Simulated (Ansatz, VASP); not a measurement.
# Bi: VASP beside Ansatz

```
Bi
1.0
     3.19461    0.00000    0.00000
     0.00000    3.17810    0.00000
    -0.07937    0.00000    6.35680
Bi
2
Direct
  0.54425 0.00000 0.74958
  0.45575 0.00000 0.25042
```

This isn't the form of Bi at room conditions, which is rhombohedral.

Alike in both runs: task single point; functional LDA; k mesh 8 × 8 × 4; occupations fermi-dirac, width 0.05 eV; no spin polarisation.

|  | VASP | Ansatz |
| --- | --- | --- |
| version | VASP 6.6.1 | Ansatz 0.2.0 |
| potentials or method | VASP PAW LDA potentials, release 64 (Bi_d) | Ansatz PAW |
| plane-wave cutoff (eV) | 520 | 420 |
| valence electrons in the cell | 30 | 30 |

|  | VASP | Ansatz | Ansatz less VASP |
| --- | --- | --- | --- |
| gap on the k mesh at the Fermi level (eV) | none | none | - |
| pressure (GPa) | 0.6 | 0.5 | -0.13 |
| largest component of the traceless stress (GPa) | 0.64 | 0.64 | 0.000 |
| rms of the force components (eV/Å) | 0.005 | 0.006 | +0.0005 |

Atom by atom the forces differ by 0.001 eV/Å (rms over components). A gap of «none» marks a metal or a gap that the smearing closes.

Caveats: spin-orbit coupling is left out, which moves the levels of the heavy elements; the PAW data sets come from PBE, with cores solved anew for the run's functional, which leaves a small shift of forces and pressure (Ansatz).
